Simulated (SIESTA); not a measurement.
Crystal: PtS2.

```
Pt S
1.0
     3.54320    0.00000    0.00000
    -1.77160    3.06850    0.00000
     0.00000    0.00000    5.03880
Pt S
1 2
Direct
  0.00000 0.00000 0.00000
  0.66667 0.33333 0.77300
  0.33333 0.66667 0.22700
```

| Item | Value |
| --- | --- |
| Program | SIESTA 5.4.2 |
| Task | relaxation of cell and atoms |
| Functional | PBEsol |
| Potentials or basis | PseudoDojo 0.4 standard (PBEsol files) |
| Basis | DZP (energy shift 0.003 Ry; two zetas on semicore shells) |
| Grid cutoff | 1200 Ry |
| Energy shift | 0.003 Ry |
| k mesh | 7 × 7 × 4 |
| Occupations | fermi-dirac, width 0.05 eV |
| Spin | no spin polarisation |

At the start: pressure 9.5 GPa; volume 18.26 Å³/atom.

Task: Where does the relaxation end?

Result: Over 22 steps the energy falls by 71.3 meV/atom and the volume is 16.77 Å³/atom (-8.2 %); space group P-3m1 (No. 164, to 0.05 Å).

The path:
```
step  energy change (eV)  largest force (eV/Å)  pressure (GPa)  volume (Å³)
   1              0.0000                1.6120            9.50        54.78
   2             -0.1053                0.9669            5.02        55.22
   3             -0.1653                0.1319           -0.52        55.80
   4             -0.1665                0.0309           -1.10        55.79
   5             -0.1601                0.4169            2.30        54.69
   6             -0.1702                0.2311            1.69        54.18
   7             -0.1671                0.3156            2.28        54.09
   8             -0.1520                0.5820            4.20        53.66
   9             -0.1557                0.6655            4.27        53.12
  10              0.8495                0.9457           27.25        40.77
  11             -0.1822                0.1086           -0.97        54.34
  12             -0.1866                0.0442           -0.94        53.92
  13             -0.1930                0.0523           -0.84        53.32
  14             -0.2009                0.0545           -0.70        52.52
  15             -0.2088                0.0528           -0.44        51.44
  16             -0.2122                0.0297           -0.29        50.85
  17             -0.2140                0.0100            0.06        50.12
  18             -0.2138                0.0100            0.04        50.33
  19             -0.2132                0.0052           -0.20        50.60
  20             -0.2131                0.0243            0.38        49.75
  21             -0.2108                0.0230           -0.34        51.09
  22             -0.2139                0.0042            0.02        50.30
```

Final structure:
```
Pt S
1.0
     3.59119   -0.00003   -0.00001
    -1.79562    3.11005    0.00001
    -0.00001    0.00001    4.50348
Pt S
1 2
Direct
  0.00000 0.00000 0.00000
  0.66667 0.33333 0.72946
  0.33333 0.66667 0.27054
```

Caveat: short orbitals over semicore shells can move pressures by several GPa; the basis of atomic orbitals isn't converged, which shifts pressures, moduli and gaps.
